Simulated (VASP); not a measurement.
Here is a VASP 6.6.1 calculation.

File POSCAR:

```
Mg
1.0
    3.2417928190      0.0000000000      0.0000000000
   -1.6208964095      2.8074749350      0.0000000000
    0.0000000000      0.0000000000      5.0584409749
Mg
2
Direct
    0.3333333333      0.6666666667      0.2500000000
    0.6666666667      0.3333333333      0.7500000000
```

The input INCAR.step1:

```
PREC = Accurate
ENCUT = 520
ISMEAR = 0
SIGMA = 0.1
LREAL = F
LASPH = T
NELM = 100
NBANDS = 9
GGA = PE
ALGO = Normal
EDIFF = 1E-4
LWAVE = T
LCHARG = F
```

Contents of INCAR.step2:

```
PREC = Accurate
ENCUT = 520
EDIFF = 1E-7
ISMEAR = 0
SIGMA = 0.1
LREAL = F
LASPH = T
NELM = 100
ALGO = Normal
ISIF = 2
LWAVE = F
LCHARG = F
METAGGA = R2SCAN
LMIXTAU = T
NBANDS = 9
ISTART = 1
```

Contents of KPOINTS:

```
regular mesh
0
Gamma
  15 15 8
```

Potentials or basis: VASP PAW PBE potentials, release 64 (Mg).

Run with:

```sh
$ cat potpaw_PBE.64/Mg/POTCAR > POTCAR
$ cp INCAR.step1 INCAR
$ mpirun -np 1 vasp_std > vasp.out
$ cp INCAR.step2 INCAR
$ mpirun -np 1 vasp_std > vasp.out
```

Problem. What does it give for the pressure?

Solution. -1.0 GPa.

Problem. Predict the band gap on the k mesh.

Solution. None (metal or under the smearing width).

Stress tensor (GPa, compression positive):
```
-1.57  0.00  0.00
 0.00 -1.57  0.00
 0.00  0.00  0.18
```

Caveat: the PAW data sets were made with another functional, which shifts forces and pressure a little.
